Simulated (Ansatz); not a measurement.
**TiC: ab initio molecular dynamics**

The task, for TiC: run short molecular dynamics at set temperatures.

Program: Ansatz 0.2.0. Level of theory: DFT PBEsol, scalar-relativistic, plane waves, PAW. These are calculated values, not measurements.

### Step 1. Starting point

Symmetry: Fm-3m, No. 225, cubic system. The conventional cell has a = 4.328 Å, b = 4.328 Å, c = 4.328 Å, α = 90.00°, β = 90.00°, γ = 90.00°. Ti (site symmetry m-3m) is surrounded by 6 C at 2.16 Å. C (site symmetry m-3m) is surrounded by 6 Ti at 2.16 Å.

Coordinates:

```cif
data_structure
_symmetry_space_group_name_H-M 'Fm-3m'
_symmetry_Int_Tables_number 225
_cell_length_a 4.3280
_cell_length_b 4.3280
_cell_length_c 4.3280
_cell_angle_alpha 90.000
_cell_angle_beta 90.000
_cell_angle_gamma 90.000
_cell_volume 81.07
loop_
_atom_site_label
_atom_site_type_symbol
_atom_site_symmetry_multiplicity
_atom_site_Wyckoff_symbol
_atom_site_fract_x
_atom_site_fract_y
_atom_site_fract_z
_atom_site_occupancy
Ti1 Ti 4 a 0.00000 0.00000 0.00000 1
C1 C 4 b 0.50000 0.00000 0.00000 1
```

Source of the structure: the Crystallography Open Database.

### Step 2. Quick check of gap, pressure and forces

The input, input.yaml:

```yaml
crystal:
  lattice:
    - [0.0, 2.164, 2.164]
    - [2.164, 0.0, 2.164]
    - [2.164, 2.164, 0.0]
  atoms:
    - { symbol: Ti, position: [0.0, 0.0, 0.0] }
    - { symbol: C, position: [0.5, 0.5, 0.5] }
basis:
  ecutwfc: 420
kpoints:
  mp_grid: { grid: [8, 8, 8] }
hamiltonian:
  xc: pbesol
scf:
  occupations: { method: gaussian, width: 0.1 }
output:
  forces: true
  stress: true
  eigenvalues: true
```

Launch:

```bash
$ ansatz run input.yaml --threads 4 --pin off --max-ram 5120MiB --backend cpu --events-out ev --progress --plain --runs-dir out
```

Output, shortened:

```text
[...]
SCF converged after 6 iterations
Free energy (F): -2722.408177 eV
[...]
E sigma→0 (E₀):  -2722.407253 eV
Entropy (-TS):   -0.001847 eV (-0.924 meV/atom)
Fermi energy:    14.575684 eV
[...]
--- Forces (eV/Å), atoms counted from 1 ---
  atom   1  Ti    -0.00000000     0.00000000    -0.00000000
  atom   2  C      0.00000000    -0.00000000    -0.00000000
[...]
--- Stress (GPa, compression-positive) ---
       -6.135424      -0.000000      -0.000000
       -0.000000      -6.135424       0.000000
        0.000000       0.000000      -6.135424
  P = ⅓ Tr σ = -6.1354 GPa (-61.354 kbar)
--- Band table (eV; the first three rows and the last of 29) ---
  k-point 0: bands = ["-41.6624", "-17.7985", "-17.7985", "-17.7985", "2.2374", "15.2915", "15.2915", "15.2915", "16.3290", "16.3290", "16.3290", "16.3658"]
[...]
```

Run time: 0.51 s. Hardware: 4 threads of AMD EPYC 7R43 (Zen 3), shared host; peak memory 0.33 GiB.

No relaxation comes first: the listed cell is the starting point.

### Step 3. The perfect supercell on the trajectory's mesh

The input, input.yaml:

```yaml
crystal:
  lattice:
    - [-4.328, 4.328, 0.0]
    - [-4.328, 0.0, 4.328]
    - [0.0, 4.328, 4.328]
  atoms:
    - { symbol: Ti, position: [0.0, 0.0, 0.0] }
    - { symbol: Ti, position: [0.5, 0.0, 0.0] }
    - { symbol: Ti, position: [0.0, 0.5, 0.0] }
    - { symbol: Ti, position: [0.0, 0.0, 0.5] }
    - { symbol: Ti, position: [0.5, 0.5, 0.0] }
    - { symbol: Ti, position: [0.5, 0.0, 0.5] }
    - { symbol: Ti, position: [0.0, 0.5, 0.5] }
    - { symbol: Ti, position: [0.5, 0.5, 0.5] }
    - { symbol: C, position: [0.75, 0.75, 0.75] }
    - { symbol: C, position: [0.25, 0.75, 0.75] }
    - { symbol: C, position: [0.75, 0.25, 0.75] }
    - { symbol: C, position: [0.75, 0.75, 0.25] }
    - { symbol: C, position: [0.25, 0.25, 0.75] }
    - { symbol: C, position: [0.25, 0.75, 0.25] }
    - { symbol: C, position: [0.75, 0.25, 0.25] }
    - { symbol: C, position: [0.25, 0.25, 0.25] }
  symmetry: { detect: false }
basis:
  ecutwfc: 420
kpoints:
  mp_grid: { grid: [2, 2, 2], shift: [0.5, 0.5, 0.5] }
hamiltonian:
  xc: pbesol
scf:
  occupations: { method: gaussian, width: 0.1 }
output:
  forces: true
  stress: true
  eigenvalues: true
```

Launch:

```bash
$ ansatz run input.yaml --threads 4 --pin off --max-ram 5120MiB --backend cpu --events-out ev --progress --plain --runs-dir out
```

Output, shortened:

```text
Warning: RAYON_NUM_THREADS=4 ignored (pool sized by the plan → 4); use --threads N
[...]
Pseudopotentials: kind: paw
Pseudopotential: Ti, paw, valence charge 12, recommended cutoff 420 eV (normal), Ti.paw.azcp
Pseudopotential: C, paw, valence charge 4, recommended cutoff 420 eV (normal), C.paw.azcp
Functional definition: PBEsol
[...]
Crystal: 16 atoms, lattice volume = 162.141 Å³
Basis set: ecut = 420 eV, 3143 PW (Γ), exchange–correlation on 90×90×90 points (8 copies of the dense FFT grid, shifted against one another)
Bands: 80, of which v1, the nominal top of the filled ones, is band 64 counted from 1 (63 counted from 0)
Symmetry: 1 space group operations
k-points: 4 of 8 (time reversal used)
[...]
SCF iter   1: F=—  HF=-21779.126803 eV  |F-HF|=—  |Δ(HF+E_count)|=         —  Δρ=1.19e-2  dr2=2.10e-1  ethr=1.77e-3  ⟨swp⟩=4.2  Hψ=1189  notcnv=0
[...]
SCF iter   6: F=-21779.077266 eV  HF=-21779.077266 eV  |F-HF|=1.15e-8  |Δ(HF+E_count)|=   7.96e-8  Δρ=4.09e-6  dr2=2.88e-8  ethr=7.81e-11  ⟨swp⟩=8.2  Hψ=1124  notcnv=0
[...]
SCF converged after 6 iterations
Free energy (F): -21779.077266 eV
[...]
E sigma→0 (E₀):  -21779.077266 eV
Entropy (-TS):   -0.000001 eV (-0.000 meV/atom)
Fermi energy:    14.696659 eV
[...]
--- Forces (eV/Å), atoms counted from 1 ---
  atom   1  Ti     0.00000085    -0.00000146     0.00000114
  atom   2  Ti    -0.00000147     0.00000081    -0.00000293
  atom   3  Ti     0.00000111    -0.00000289     0.00000103
  atom   4  Ti     0.00000287    -0.00000099     0.00000140
  atom   5  Ti    -0.00000299     0.00000091    -0.00000150
  atom   6  Ti    -0.00000089     0.00000288    -0.00000114
  atom   7  Ti     0.00000160    -0.00000100     0.00000296
  atom   8  Ti    -0.00000095     0.00000131    -0.00000093
[...]
--- Stress (GPa, compression-positive) ---
       -5.980588       3.163151       3.163149
        3.163151      -5.980593      -3.163150
        3.163149      -3.163150      -5.980583
  P = ⅓ Tr σ = -5.9806 GPa (-59.806 kbar)
--- Band table (eV) ---
[...]
```

Wall time 1.4 s (4 threads of AMD EPYC 7R43 (Zen 3), shared host); peak memory 0.59 GiB.

### Step 4. The perfect supercell under the smearing of the next run

input.yaml, as its differences from that of step 3:

```diff
@@ -22,3 +22,2 @@
     - { symbol: C, position: [0.25, 0.25, 0.25] }
-  symmetry: { detect: false }
 basis:
@@ -30,3 +29,3 @@
 scf:
-  occupations: { method: gaussian, width: 0.1 }
+  occupations: { method: fermi_dirac, width: 0.05 }
 output:
```

Launch:

```bash
$ ansatz run input.yaml --threads 4 --pin off --max-ram 5120MiB --backend cpu --events-out ev --progress --plain --runs-dir out
```

Output, shortened:

```text
[...]
SCF converged after 6 iterations
Free energy (F): -21779.077430 eV
[...]
E sigma→0 (E₀):  -21779.076777 eV
Entropy (-TS):   -0.001305 eV (-0.082 meV/atom)
Fermi energy:    14.676732 eV
[...]
--- Forces (eV/Å), atoms counted from 1 ---
  atom   1  Ti    -0.00000000     0.00000000    -0.00000000
  atom   2  Ti     0.00000000    -0.00000000    -0.00000000
  atom   3  Ti    -0.00000000     0.00000000    -0.00000000
  atom   4  Ti    -0.00000000     0.00000000    -0.00000000
  atom   5  Ti    -0.00000000     0.00000000    -0.00000000
  atom   6  Ti    -0.00000000    -0.00000000     0.00000000
  atom   7  Ti    -0.00000000     0.00000000    -0.00000000
  atom   8  Ti    -0.00000000     0.00000000     0.00000000
[...]
--- Stress (GPa, compression-positive) ---
       -5.979144       3.159482       3.159482
        3.159482      -5.979144      -3.159482
        3.159482      -3.159482      -5.979144
  P = ⅓ Tr σ = -5.9791 GPa (-59.791 kbar)
--- Band table (eV) ---
[...]
```

It took 0.93 s on 4 threads of AMD EPYC 7R43 (Zen 3), shared host; peak memory 0.51 GiB.

### Step 5. Molecular dynamics, 200 K

89 steps of 2 fs with no thermostat (constant energy), velocities drawn for 200 K, at 1.00 times the reference volume.

input.yaml, as its differences from that of step 4:

```diff
@@ -30,2 +30,4 @@
   occupations: { method: fermi_dirac, width: 0.05 }
+  lower_state_search: "off"
+  convergence: { dr2_threshold: 1.0e-07 }
 output:
@@ -33,2 +35,8 @@
   stress: true
-  eigenvalues: true
+md:
+  timestep: 2.0
+  n_steps: 89
+  ensemble: nve
+  temperature: 200.0
+  initial_velocities: maxwell_boltzmann
+  seed: 46620
```

Launch:

```bash
$ ansatz run input.yaml --threads 4 --pin off --max-ram 5120MiB --backend cpu --events-out ev --progress --plain --runs-dir out
```

Output, shortened:

```text
Warning: md: disabling space-group detection — thermal motion breaks the input geometry's symmetry, so no spatial operation reduces the k-mesh or symmetrises the density; time reversal is kept, so that k and −k are solved as one point where they differ and the mesh holds both, and exact [...]
Warning: output.stress: scf.convergence.dr2_threshold = 1e-7 eV (the SCF's general default) is looser than the 1.6e-9 eV advised for a printed stress (1e-10 eV for each atom of the cell: 16). What an SCF threshold leaves in a stress goes as its square root, and in the free energy as the [...]
Warning: RAYON_NUM_THREADS=4 ignored (pool sized by the plan → 4); use --threads N
[...]
[... 4 set-up lines as earlier in the session ...]
[...]
Crystal: 16 atoms, lattice volume = 162.141 Å³
Basis set: ecut = 420 eV, 3143 PW (Γ), exchange–correlation on 90×90×90 points (8 copies of the dense FFT grid, shifted against one another)
[...]
SCF iter   1: F=—  HF=-21779.126962 eV  |F-HF|=—  |Δ(HF+E_count)|=         —  Δρ=1.19e-2  dr2=2.10e-1  ethr=1.77e-3  ⟨swp⟩=4.0  Hψ=1137  notcnv=0  defer=5
[...]
md step     0: t =     0.00 fs  T =   200.0 K  F+E_penalty+E_count = -21779.07742986 eV  E_kin = 0.387780 eV  conserved = -21778.68964987 eV  P_inst = -5.7067 GPa  (6 SCF iters)
[...]
md step     6: t =    12.00 fs  T =    57.5 K  F+E_penalty+E_count = -21778.79828712 eV  E_kin = 0.111425 eV  conserved = -21778.68686240 eV  P_inst = -5.2786 GPa  (3 SCF iters)
[...]
md step    12: t =    24.00 fs  T =    82.4 K  F+E_penalty+E_count = -21778.84799282 eV  E_kin = 0.159681 eV  conserved = -21778.68831163 eV  P_inst = -5.2341 GPa  (3 SCF iters)
[...]
md step    18: t =    36.00 fs  T =    95.9 K  F+E_penalty+E_count = -21778.87368606 eV  E_kin = 0.185871 eV  conserved = -21778.68781547 eV  P_inst = -5.1949 GPa  (3 SCF iters)
[...]
md step    24: t =    48.00 fs  T =   115.1 K  F+E_penalty+E_count = -21778.91126242 eV  E_kin = 0.223221 eV  conserved = -21778.68804101 eV  P_inst = -5.3470 GPa  (3 SCF iters)
md step    25: t =    50.00 fs  T =   124.4 K  F+E_penalty+E_count = -21778.92941598 eV  E_kin = 0.241157 eV  conserved = -21778.68825941 eV  P_inst = -5.3967 GPa  (2 SCF iters)
md step    26: t =    52.00 fs  T =   131.2 K  F+E_penalty+E_count = -21778.94287746 eV  E_kin = 0.254453 eV  conserved = -21778.68842477 eV  P_inst = -5.4342 GPa  (3 SCF iters)
```

### Step 6. The log goes on: dynamics (nve) at 200 K, volume x 1.0

Output, continued, shortened:

```text
md step    27: t =    54.00 fs  T =   134.4 K  F+E_penalty+E_count = -21778.94904336 eV  E_kin = 0.260535 eV  conserved = -21778.68850836 eV  P_inst = -5.4526 GPa  (2 SCF iters)
[...]
md step    42: t =    84.00 fs  T =   130.8 K  F+E_penalty+E_count = -21778.94220554 eV  E_kin = 0.253672 eV  conserved = -21778.68853353 eV  P_inst = -5.3843 GPa  (3 SCF iters)
[...]
md step    57: t =   114.00 fs  T =   121.7 K  F+E_penalty+E_count = -21778.92463297 eV  E_kin = 0.235970 eV  conserved = -21778.68866285 eV  P_inst = -5.3349 GPa  (3 SCF iters)
[...]
md step    72: t =   144.00 fs  T =   145.7 K  F+E_penalty+E_count = -21778.97114668 eV  E_kin = 0.282579 eV  conserved = -21778.68856731 eV  P_inst = -5.4753 GPa  (3 SCF iters)
[...]
E sigma→0 (E₀):  -21778.865424 eV
Entropy (-TS):   -0.001335 eV (-0.083 meV/atom)
Fermi energy:    14.668091 eV
[...]
--- Forces (eV/Å), atoms counted from 1 ---
  atom   1  Ti    -0.09588823    -0.83717377     0.12747709
  atom   2  Ti     0.30677445     0.21452941    -0.44825542
  atom   3  Ti     0.42556878    -0.33276839    -0.07365385
  atom   4  Ti     0.02087656     0.72282793     0.49444667
  atom   5  Ti    -0.23353345     0.63694362     0.46655526
  atom   6  Ti     0.06706716     0.27078546    -0.27852337
  atom   7  Ti     0.99078032     0.24591716     0.29135433
  atom   8  Ti    -0.50501130    -0.21311202     0.19585040
[...]
--- Stress (GPa, compression-positive) ---
       -5.462334       3.045377       2.924243
        3.045377      -5.096817      -3.073570
        2.924243      -3.073570      -5.400609
  P = ⅓ Tr σ = -5.3199 GPa (-53.199 kbar)
--- MD trajectory: 89 steps, t = 0.0 → 178.0 fs ---
  final state: T = 91.9 K   F+E_penalty+E_count = -21778.86609182 eV   E_kin = 0.178272 eV
  conserved energy: peak-to-peak 2.967e-3 eV (1.854e-4 eV/atom) over 178.0 fs
```

It took 91 s on 4 threads of AMD EPYC 7R43 (Zen 3), shared host; peak memory 0.61 GiB.

### Step 7. The trajectory in numbers

Every 5 steps (energy changes from step 0; pressure with its kinetic part):

```csv
time (fs),T (K),potential (meV/atom),conserved (meV/atom),pressure (GPa)
0.0,200,0.0,0.00,-5.7
10.0,83,14.3,0.15,-5.4
20.0,50,18.3,0.14,-5.2
30.0,109,11.1,0.06,-5.3
40.0,89,13.6,0.14,-5.2
50.0,124,9.3,0.09,-5.4
60.0,118,10.0,0.09,-5.4
70.0,67,16.3,0.14,-5.1
80.0,107,11.4,0.10,-5.3
90.0,129,8.6,0.07,-5.3
100.0,66,16.4,0.16,-5.1
110.0,106,11.4,0.08,-5.2
120.0,104,11.7,0.10,-5.4
130.0,76,15.2,0.15,-5.3
140.0,139,7.5,0.07,-5.5
150.0,121,9.7,0.10,-5.4
160.0,72,15.6,0.12,-5.2
170.0,67,16.2,0.12,-5.1
```

Frames as positions (Å) and forces (eV/Å):

```xyz
16
Lattice="-4.328 4.328 0.000 -4.328 0.000 4.328 0.000 4.328 4.328" Properties=species:S:1:pos:R:3:forces:R:3 pbc="T T T" time_fs=118.0 T_K=114
Ti    0.000   -0.048    0.003    0.087    0.868   -0.082
Ti   -2.145    2.181   -0.028   -0.350   -0.616    0.671
Ti   -2.148   -0.019    2.163   -0.335    0.663   -0.062
Ti   -0.035    2.200    2.163    0.664   -0.463   -0.078
Ti   -4.359    2.189    2.194    0.914   -0.440   -0.363
Ti   -2.170    4.322    2.159   -0.014    0.226    0.066
Ti   -2.126    2.190    4.327   -0.588   -0.626    0.092
Ti   -4.346    4.297    4.332    0.401    0.637   -0.063
C    -6.458    6.493    6.492   -0.369   -0.017   -0.085
C    -4.326    4.340    6.473   -0.004   -0.343    0.341
C    -4.319    6.470    4.325   -0.055    0.322   -0.053
C    -6.504    4.328    4.326    0.099    0.066    0.049
C    -2.194    4.327    4.337    0.438    0.134   -0.072
C    -4.312    2.155    4.341   -0.228    0.060   -0.304
C    -4.317    4.333    2.152   -0.162   -0.289    0.149
C    -2.125    2.176    2.171   -0.497   -0.183   -0.207
16
Lattice="-4.328 4.328 0.000 -4.328 0.000 4.328 0.000 4.328 4.328" Properties=species:S:1:pos:R:3:forces:R:3 pbc="T T T" time_fs=178.0 T_K=92
Ti   -0.006    0.047   -0.007   -0.096   -0.837    0.127
Ti   -2.178    2.163    0.026    0.307    0.215   -0.448
Ti   -2.178    0.007    2.169    0.426   -0.333   -0.074
Ti    0.025    2.124    2.157    0.021    0.723    0.494
Ti   -4.312    2.140    2.131   -0.234    0.637    0.467
Ti   -2.150    4.317    2.178    0.067    0.271   -0.279
Ti   -2.212    2.150    4.322    0.991    0.246    0.291
Ti   -4.312    4.345    4.315   -0.505   -0.213    0.196
C    -6.488    6.513    6.530   -0.352   -0.051   -0.168
C    -4.322    4.364    6.443   -0.065   -0.530    0.653
C    -4.324    6.451    4.338    0.049    0.531   -0.288
C    -6.491    4.346    4.346    0.031   -0.295   -0.182
C    -2.178    4.325    4.353    0.400    0.186   -0.182
C    -4.312    2.145    4.337   -0.376    0.143   -0.169
C    -4.305    4.342    2.125   -0.389   -0.170    0.373
C    -2.162    2.210    2.231   -0.276   -0.520   -0.812
```

### Step 8. Results

| quantity | value |
| --- | --- |
| mean temperature, second half (200 K run) | 96 K, spread 25 K |
| mean pressure, second half (200 K run) | -5.3 GPa |
| mean potential energy above the perfect cell (200 K run) | 13 meV/atom |
| mean square move, first to last frame (200 K run) | C 0.00, Ti 0.00 Å² |
| largest change of the conserved energy (200 K run) | 0.19 meV/atom |

Over the second half of the 200 K run the temperature averages 96 K, with a standard deviation of 25 K; without a thermostat part of the starting kinetic energy has gone into potential energy. The conserved energy moves by 0.19 meV/atom, 0.7 % of the kinetic energy at the starting temperature, which is small. Among the stored frames no atom gets farther than 0.1 Å from its first place (drift of the whole removed), against a shortest distance of 2.16 Å, so within this short run the atoms stay near their sites. A harmonic crystal at 96 K would hold 12 meV/atom of potential energy; the run holds 13. Runs this short are not equilibrated, so the means are rough.
